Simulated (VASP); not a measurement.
A run of VASP 6.6.1 is set up as follows.

File POSCAR:

```
InP                                     
1.0
    0.0000000000      2.9393308167      2.9393308167
    2.9393308167      0.0000000000      2.9393308167
    2.9393308167      2.9393308167      0.0000000000
  In              P             
     1     1
Direct
     0.0000000000000000    0.0000000000000000    0.0000000000000000
     0.2500000000000000    0.2500000000000000    0.2500000000000000
```

Contents of INCAR.step1:

```
PREC = Accurate
ENCUT = 500
EDIFF = 1E-8
ISMEAR = 0
SIGMA = 0.01
LREAL = False
LASPH = True
NELM = 80
ALGO = Normal
LWAVE = True
LCHARG = False
GGA = PE
KPAR = 4
```

Contents of INCAR.step2:

```
PREC = Accurate
ENCUT = 500
EDIFF = 1E-8
ISMEAR = 0
SIGMA = 0.01
LREAL = False
LASPH = True
NELM = 1
ALGO = Exact
LWAVE = True
LCHARG = False
GGA = PE
KPAR = 4
NBANDS = 197
LOPTICS = True
ISTART = 1
```

Contents of INCAR.step3:

```
PREC = Accurate
ENCUT = 500
EDIFF = 1E-8
ISMEAR = 0
SIGMA = 0.01
LREAL = False
LASPH = True
ALGO = EVGW0
LWAVE = True
LCHARG = False
GGA = PE
KPAR = 4
NELMGW = 1
NBANDS = 197
ENCUTGW = 150
NOMEGA = 48
PRECFOCK = Fast
ISTART = 1
NBANDSGW = 17
```

INCAR.step4

```
PREC = Accurate
ENCUT = 500
EDIFF = 1E-8
ISMEAR = 0
SIGMA = 0.01
LREAL = False
LASPH = True
ALGO = BSE
LWAVE = False
LCHARG = False
GGA = PE
KPAR = 4
NBANDS = 197
ENCUTGW = 150
NBANDSO = 4
NBANDSV = 4
ANTIRES = 0
OMEGAMAX = 20
PRECFOCK = Fast
ISTART = 1
NBSEEIG = 10
```

File KPOINTS:

```
Automatic mesh
0
Gamma
  4 4 4
```

Potentials or basis: VASP PAW PBE potentials, release 64 (In_d_GW, P_GW).

Command:

```sh
$ cat potpaw_PBE.64/In_d_GW/POTCAR potpaw_PBE.64/P_GW/POTCAR > POTCAR
$ cp INCAR.step1 INCAR
$ mpirun -np 4 vasp_std > vasp.out
$ cp INCAR.step2 INCAR
$ mpirun -np 4 vasp_std > vasp.out
$ cp INCAR.step3 INCAR
$ mpirun -np 4 vasp_std > vasp.out
$ cp INCAR.step4 INCAR
$ mpirun -np 4 vasp_std > vasp.out
```

Question: Predict the quasiparticle gap.

Answer: 1.17 eV.

Question: Predict the least direct quasiparticle gap.

Answer: 1.17 eV.

Question: Estimate the band gap on the k mesh, mean-field level.

Answer: 0.65 eV, direct.

Lowest excitation energies (eV) and strengths:
| energy | strength |
| --- | --- |
| 1.118 | 126 |
| 1.118 | 126 |
| 1.118 | 126 |
| 2.727 | 85.7 |
| 2.727 | 85.7 |
| 2.727 | 85.7 |
| 2.774 | 0 |
| 2.774 | 0 |
| 2.774 | 0 |
| 2.797 | 0 |

Caveat: the k mesh is coarse (spacing up to 0.46 Å⁻¹), so the values aren't converged; bands, screening cutoff and mesh are small and nothing is extrapolated, so the quasiparticle values aren't converged; spin-orbit coupling is left out, which moves the levels of the heavy elements.
